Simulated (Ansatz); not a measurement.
CaSe under changes of volume

One of the cells (25.829 Å³/atom); the others are scaled copies at fixed shape and fractional positions:

```xyz
2
Lattice="0.0000 2.9560 2.9560 2.9560 0.0000 2.9560 2.9560 2.9560 0.0000" Properties=species:S:1:pos:R:3 pbc="T T T"
Se    2.9560    2.9560    2.9560
Ca    0.0000    0.0000    0.0000
```

```yaml
Program: Ansatz 0.2.0
Functional: PBE
Potentials_or_basis: Ansatz PAW
Cutoff: "420 eV (not typed: the program's choice for these potentials)"
k_mesh: 8 × 8 × 8
Occupations: fermi-dirac, width 0.05 eV
Spin: no spin polarisation
```

```tsv
volume (Å³/atom)	energy over the lowest point (meV/atom)	pressure (GPa)	gap on the mesh (eV)
24.280	30.38	4.9	1.87
24.796	16.94	3.5	1.93
25.313	?	?	?
25.829	2.13	1.2	2.03
26.346	0.00	0.2	2.08
26.863	0.94	-0.7	2.12
27.379	4.66	-1.6	2.16
```

Problem. What does the run at 25.313 Å³/atom give?

Solution. Energy over the lowest point 7.66 meV/atom; pressure 2.3 GPa; gap on the mesh 1.98 eV.

Worked out: A Birch-Murnaghan fit of order 3 (a polynomial in V^(-2/3)) to the other rows has its minimum at 26.44 Å³/atom with B0 = V·E''(V) = 48 GPa and B' = 4.2. It gives 7.65 meV/atom at 25.313 Å³/atom, against the run's 7.66, and -dE/dV = 2.3 GPa, against 2.3. A straight line through the other rows of the gap, of slope 2.42 eV per unit of ln V, gives 1.98 eV, against the run's 1.98.

Energies are extrapolated to zero smearing.

A mesh can miss the band edges. Spin-orbit coupling on Se is left out.
